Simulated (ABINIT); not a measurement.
SnSe:

```xyz
8
Lattice="11.4200 0.0000 0.0000 0.0000 4.1900 0.0000 0.0000 0.0000 4.4600" Properties=species:S:1:pos:R:3 pbc="T T T"
Sn   10.0153    3.1425    4.0541
Sn    7.1147    1.0475    1.8241
Sn    4.3053    3.1425    2.6359
Sn    1.4047    1.0475    0.4059
Se    7.3431    3.1425    4.3886
Se    9.7869    1.0475    2.1586
Se    1.6331    3.1425    2.3014
Se    4.0769    1.0475    0.0714
```

Base run:

- Program: ABINIT 10.8.3 (patched build)
- Functional: PBE
- Potentials or basis: JTH PAW PBE v2.0
- Cutoff: 599 eV
- k mesh: 3 × 5 × 5
- Occupations: fermi-dirac, width 0.05 eV
- Spin: no spin polarisation

Its results: pressure 2.4 GPa; largest force 0.314 eV/Å.

Problem. The run is repeated on the same cell with these changes: functional from PBE to LDA; potentials or basis from JTH PAW PBE v2.0 to JTH PAW LDA v2.0. What comes out?

Solution. Pressure -2.0 GPa; largest force 0.190 eV/Å.
